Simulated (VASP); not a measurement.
Runs of VASP 6.6.1 on CdTe. Symmetry: F-43m, No. 216, cubic system. Conventional cell: a = 6.622 Å, b = 6.622 Å, c = 6.622 Å, α = 90.00°, β = 90.00°, γ = 90.00°. Cd (site symmetry -43m) has 4 Te at 2.87 Å as nearest neighbours. Te (site symmetry -43m) has 4 Cd at 2.87 Å as nearest neighbours. 

```tsv
task	cell	k mesh	cutoff (eV)	gap on the mesh (eV)
relaxation of the atoms	atoms relaxed from: a relaxed cell with its volume scaled by 0.94	4 × 4 × 4	300	0.73
relaxation of the atoms	atoms relaxed from: a relaxed cell with its volume scaled by 0.96	4 × 4 × 4	300	0.66
relaxation of cell and atoms	relaxed	8 × 8 × 8	600	(c)
relaxation of the atoms	atoms relaxed from: a relaxed cell with its volume scaled by 1.02	4 × 4 × 4	300	(b)
relaxation of the atoms	atoms relaxed	4 × 4 × 4	300	0.54
relaxation of the atoms	atoms relaxed from: a relaxed cell with its volume scaled by 0.98	4 × 4 × 4	300	0.60
relaxation of the atoms	atoms relaxed from: a relaxed cell with its volume scaled by 1.06	4 × 4 × 4	300	0.37
relaxation of the atoms	atoms relaxed from: a relaxed cell with its volume scaled by 1.04	4 × 4 × 4	300	(a)
```

Alike in all rows: level PBE; potentials or basis VASP PAW PBE potentials, release 64 (Cd, Te); no spin polarisation; smearing gaussian 0.03 eV.

Question: Fill in the values left out.

Answer: (a) 0.43; (b) 0.48; (c) 0.58.

Caveats: the relaxation stopped at its first step, so nothing moved; spin-orbit coupling is left out, which moves the levels of the heavy elements.

A k mesh can miss the band edges, and the runs leave out spin-orbit coupling on Cd, Te.
